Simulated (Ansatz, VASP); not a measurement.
**One calculation of Ni, two programs**

The input INCAR:

```
PREC     = Accurate       # precision mode
ENCUT    = 520            # plane-wave cutoff, eV
EDIFF    = 1E-8           # SCF threshold, eV
ISMEAR   = -1             # smearing method
SIGMA    = 0.08           # smearing width, eV
LREAL    = False          # projectors in reciprocal space
LASPH    = True           # aspherical terms in the spheres
NELM     = 150            # most SCF steps
ALGO     = Normal         # electronic algorithm
ISIF     = 2              # what is computed and relaxed
LWAVE    = False          # write WAVECAR
LCHARG   = False          # write CHGCAR
ISPIN    = 2              # spin polarisation
MAGMOM   = 1.5            # initial moments
LORBIT   = 11             # projections on sites
LMAXMIX  = 4              # l up to which the mixer works
GGA      = PE             # functional
LEFG     = True         
NBANDS   = 15             # bands
```

File KPOINTS:

```
regular mesh
0
Gamma
  18 18 18
```

The input POSCAR:

```
Ni
1.0
    0.0000000000      1.7770241829      1.7770241829
    1.7770241829      0.0000000000      1.7770241829
    1.7770241829      1.7770241829      0.0000000000
Ni
1
Direct
    0.0000000000      0.0000000000      0.0000000000
```

Input for Ansatz:

```yaml
crystal:
  lattice:
    - [0.0, 1.7770241829, 1.7770241829]
    - [1.7770241829, 0.0, 1.7770241829]
    - [1.7770241829, 1.7770241829, 0.0]
  atoms:
    - { symbol: Ni, position: [0.0, 0.0, 0.0], spin: 1.5 }
magnetization:
  spin_polarized: true
kpoints:
  mp_grid: { grid: [18, 18, 18] }
scf:
  occupations: { method: fermi_dirac, width: 0.08 }
hamiltonian:
  xc: pbe
  pseudopotentials: { kind: paw }
output:
  forces: true
  stress: true
  eigenvalues: true
  efg: { contact_densities: true }
```

Change from the starting cell: volume scaled by 1.03, PAW files.

Alike in both runs: task electric field gradients; functional PBE; k mesh 18 × 18 × 18; occupations fermi-dirac, width 0.08 eV; collinear spin.

|  | VASP | Ansatz |
| --- | --- | --- |
| version | VASP 6.6.1 | Ansatz 0.2.0 |
| potentials or method | VASP PAW PBE potentials, release 64 (Ni) | PAW with Ansatz's default frozen-core files, scalar-relativistic |
| plane-wave cutoff (eV) | 520 | 420 |
| valence electrons in the cell | 10 | 18 |

Ansatz gave:

* pressure (GPa): -5.4
* net moment per atom (μB): 0.63
* size of the moment on the site where the two differ most (μB): 0.67
* Vzz of the field gradient on the site that differs most (V/Å²): 0.0

Estimate VASP's values.

pressure (GPa): -5.4; net moment per atom (μB): 0.62; size of the moment on the site where the two differ most (μB): 0.64; Vzz of the field gradient on the site that differs most (V/Å²): 0.0.

Site moments also hang on the region over which each program counts them. The two sets of potentials don't hold the same shells in valence.
